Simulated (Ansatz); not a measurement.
Nudged elastic band run: CHF3

The input (input.yaml):

```yaml
crystal:
  periodic: [false, false, false]
  atoms:
    - { symbol: C, position_ang: [-0.214726, -0.34919, -0.507681] }
    - { symbol: F, position_ang: [-0.226955, -1.586929, -0.103033] }
    - { symbol: F, position_ang: [0.720564, -0.270591, -1.410436] }
    - { symbol: H, position_ang: [-0.395513, 0.923846, 0.64366] }
    - { symbol: F, position_ang: [0.116728, 1.282965, 1.377389] }
basis:
  gaussian: { orbitals: def2-SVP }
hamiltonian:
  xc: pbe
  dispersion: d4
neb:
  order_check: false
  images: 7
  f_tol: 0.05
  max_iterations: 60
  final_atoms:
    - { symbol: C, position_ang: [-0.04865648, 0.02825998, -0.00686674] }
    - { symbol: F, position_ang: [-0.29355882, -1.26833369, 0.25015239] }
    - { symbol: F, position_ang: [0.70008426, 0.11201311, -1.12022371] }
    - { symbol: H, position_ang: [-1.00620298, 0.58261119, -0.14281364] }
    - { symbol: F, position_ang: [0.64843202, 0.54555041, 1.01965069] }
  initial_path:
    images:
      - { positions_ang: [[-0.214726, -0.34919, -0.507681], [-0.226955, -1.586929, -0.103033], [0.720564, -0.270591, -1.410436], [-0.395513, 0.923846, 0.64366], [0.116728, 1.282965, 1.377389]] }
      - { positions_ang: [[-0.30194047, -0.31521841, -0.43880675], [-0.21410247, -1.53163359, -0.02268055], [0.69625746, -0.1484448, -1.316681], [-0.23142027, 0.84419066, 0.47465212], [0.05130374, 1.15120714, 1.30341518]] }
      - { positions_ang: [[-0.38915493, -0.28124681, -0.3699325], [-0.20124994, -1.47633818, 0.0576719], [0.67195092, -0.0262986, -1.222926], [-0.06732753, 0.76453533, 0.30564423], [-0.01412051, 1.01944927, 1.22944137]] }
      - { positions_ang: [[-0.4763694, -0.24727522, -0.30105825], [-0.18839742, -1.42104277, 0.13802435], [0.64764438, 0.09584759, -1.129171], [0.0967652, 0.68487999, 0.13663635], [-0.07954477, 0.88769141, 1.15546755]] }
      - { positions_ang: [[-0.56358386, -0.21330363, -0.23218399], [-0.17554489, -1.36574736, 0.2183768], [0.62333784, 0.21799379, -1.03541601], [0.26085794, 0.60522465, -0.03237154], [-0.14496902, 0.75593354, 1.08149374]] }
      - { positions_ang: [[-0.43485202, -0.15291273, -0.17585468], [-0.20504837, -1.34139394, 0.2263207], [0.64252444, 0.19149862, -1.05661793], [-0.05590729, 0.59957129, -0.05998206], [0.05338124, 0.70333776, 1.06603298]] }
      - { positions_ang: [[-0.30612017, -0.09252182, -0.11952537], [-0.23455185, -1.31704052, 0.2342646], [0.66171105, 0.16500345, -1.07781986], [-0.37267252, 0.59391792, -0.08759259], [0.2517315, 0.65074198, 1.05057221]] }
      - { positions_ang: [[-0.17738833, -0.03213092, -0.06319605], [-0.26405533, -1.2926871, 0.2422085], [0.68089765, 0.13850828, -1.09902178], [-0.68943775, 0.58826455, -0.11520311], [0.45008176, 0.59814619, 1.03511145]] }
      - { positions_ang: [[-0.04865648, 0.02825998, -0.00686674], [-0.29355882, -1.26833369, 0.25015239], [0.70008426, 0.11201311, -1.12022371], [-1.00620298, 0.58261119, -0.14281364], [0.64843202, 0.54555041, 1.01965069]] }
```

Run as:

```bash
$ ansatz run input.yaml --threads 1 --pin off --max-ram 2048MiB --backend cpu --events-out ev --progress --plain --runs-dir out
```

Output, in part (warnings, iteration lines, the closing report on the highest movable image, with atoms numbered from 0):

```
NEB end point (image 0): max|allowed force component| = 1.005e-2 eV/Å (the criterion of neb.relax_end_points is 1.000e-2)
NEB end point (image 8): max|allowed force component| = 2.000e-2 eV/Å (the criterion of neb.relax_end_points is 1.000e-2)
NEB iter   1: max|band force component| = 5.279e1 eV/Å  barrier→ = 8.9688 eV  barrier← = 11.6791 eV  Δτ_max = 0.2000 Å  (223 SCF iters)
NEB iter   2: max|band force component| = 6.891e0 eV/Å  barrier→ = 3.1517 eV  barrier← = 5.8620 eV  Δτ_max = 0.1882 Å  (247 SCF iters)
NEB iter   3: max|band force component| = 4.151e0 eV/Å  barrier→ = 2.3588 eV  barrier← = 5.0691 eV  Δτ_max = 0.1917 Å  (229 SCF iters)
NEB iter   4: max|band force component| = 2.211e0 eV/Å  barrier→ = 1.6683 eV  barrier← = 4.3786 eV  Δτ_max = 0.1994 Å  (225 SCF iters)
NEB iter   5: max|band force component| = 2.713e0 eV/Å  barrier→ = 0.7646 eV  barrier← = 3.4749 eV  Δτ_max = 0.1019 Å  (218 SCF iters)
NEB iter   6: max|band force component| = 1.360e0 eV/Å  barrier→ = 0.4751 eV  barrier← = 3.1854 eV  Δτ_max = 0.1018 Å  (212 SCF iters)
NEB iter   7: max|band force component| = 9.876e-1 eV/Å  barrier→ = 0.2969 eV  barrier← = 3.0072 eV  Δτ_max = 0.1965 Å  (206 SCF iters)
NEB iter   8: max|band force component| = 1.371e0 eV/Å  barrier→ = 0.3441 eV  barrier← = 3.0544 eV  Δτ_max = 0.0996 Å  (226 SCF iters)
NEB iter   9: max|band force component| = 5.892e-1 eV/Å  barrier→ = 0.2947 eV  barrier← = 3.0050 eV  Δτ_max = 0.2000 Å  (213 SCF iters)
NEB iter  10: max|band force component| = 1.112e0 eV/Å  barrier→ = 0.3988 eV  barrier← = 3.1091 eV  Δτ_max = 0.1013 Å  (225 SCF iters)
NEB iter  11: max|band force component| = 9.721e-1 eV/Å  barrier→ = 0.4239 eV  barrier← = 3.1342 eV  Δτ_max = 0.1029 Å  (208 SCF iters)
NEB iter  12: max|band force component| = 7.596e-1 eV/Å  barrier→ = 0.3148 eV  barrier← = 3.0251 eV  Δτ_max = 0.0991 Å  (218 SCF iters)
NEB iter  13: max|band force component| = 1.144e0 eV/Å  barrier→ = 0.2810 eV  barrier← = 2.9913 eV  Δτ_max = 0.0508 Å  (214 SCF iters)
NEB iter  14: max|band force component| = 5.798e-1 eV/Å  barrier→ = 0.2744 eV  barrier← = 2.9847 eV  CI = image 3  Δτ_max = 0.0671 Å  (204 SCF iters)
NEB iter  15: max|band force component| = 7.134e-1 eV/Å  barrier→ = 0.3073 eV  barrier← = 3.0176 eV  CI = image 3  Δτ_max = 0.0326 Å  (195 SCF iters)
NEB iter  16: max|band force component| = 4.496e-1 eV/Å  barrier→ = 0.2961 eV  barrier← = 3.0064 eV  CI = image 3  Δτ_max = 0.0219 Å  (202 SCF iters)
NEB iter  17: max|band force component| = 2.288e-1 eV/Å  barrier→ = 0.2904 eV  barrier← = 3.0007 eV  CI = image 3  Δτ_max = 0.0086 Å  (204 SCF iters)
NEB iter  18: max|band force component| = 7.078e-2 eV/Å  barrier→ = 0.2900 eV  barrier← = 3.0003 eV  CI = image 3  Δτ_max = 0.0013 Å  (206 SCF iters)
NEB iter  19: max|band force component| = 1.002e-2 eV/Å  barrier→ = 0.2900 eV  barrier← = 3.0003 eV  CI = image 3  Δτ_max = 0.0000 Å  (325 SCF iters)
Total energy: -9185.04144808 eV, -337.5440473721 hartree
Atom 0 at    -0.236249    -0.193002    -0.365960 Å, force     0.002992    -0.004032    -0.001641 eV/Å
Atom 1 at    -0.390718    -1.374648     0.148523 Å, force    -0.000480     0.003039     0.000066 eV/Å
Atom 2 at     0.755188    -0.211806    -1.203531 Å, force    -0.002662     0.001053     0.000895 eV/Å
Atom 3 at    -0.495171     0.820004     0.285614 Å, force    -0.001857    -0.000594    -0.002899 eV/Å
Atom 4 at     0.367048     0.959553     1.135253 Å, force     0.002007     0.000533     0.003580 eV/Å
Dipole moment:    -0.179608    -0.219715    -0.340800 e Å
```

The forces met the threshold. A vibrational analysis at the climbing image gives one clearly imaginary mode, 939i cm⁻¹: a first-order saddle point. The orbitals stay closed-shell, which can raise the energy where a bond breaks towards radicals; this wasn't checked here.

Final band (atoms are numbered from 1 in the order of the input):

| image | path coordinate (Å) | energy (eV) | H4–F5 (Å) | C1–H4 (Å) | C1–F5 (Å) |
| --- | --- | --- | --- | --- | --- |
| 0 | 0.00 | 0.000 | 0.96 | 1.73 | 2.52 |
| 1 | 0.26 | 0.021 | 0.98 | 1.64 | 2.36 |
| 2 | 0.52 | 0.130 | 1.03 | 1.45 | 2.16 |
| 3 | 0.77 | 0.290 | 1.22 | 1.23 | 1.99 |
| 4 | 0.99 | 0.063 | 1.39 | 1.14 | 1.85 |
| 5 | 1.20 | -0.657 | 1.54 | 1.10 | 1.68 |
| 6 | 1.41 | -1.666 | 1.68 | 1.09 | 1.50 |
| 7 | 1.62 | -2.459 | 1.84 | 1.10 | 1.38 |
| 8 | 1.83 | -2.710 | 2.02 | 1.11 | 1.34 |

Time of the run: 4.5 min on 1 thread of Intel(R) Xeon(R) Processor @ 2.50GHz (Skylake/Cascade Lake) (shared host), peak memory 0.12 GiB.
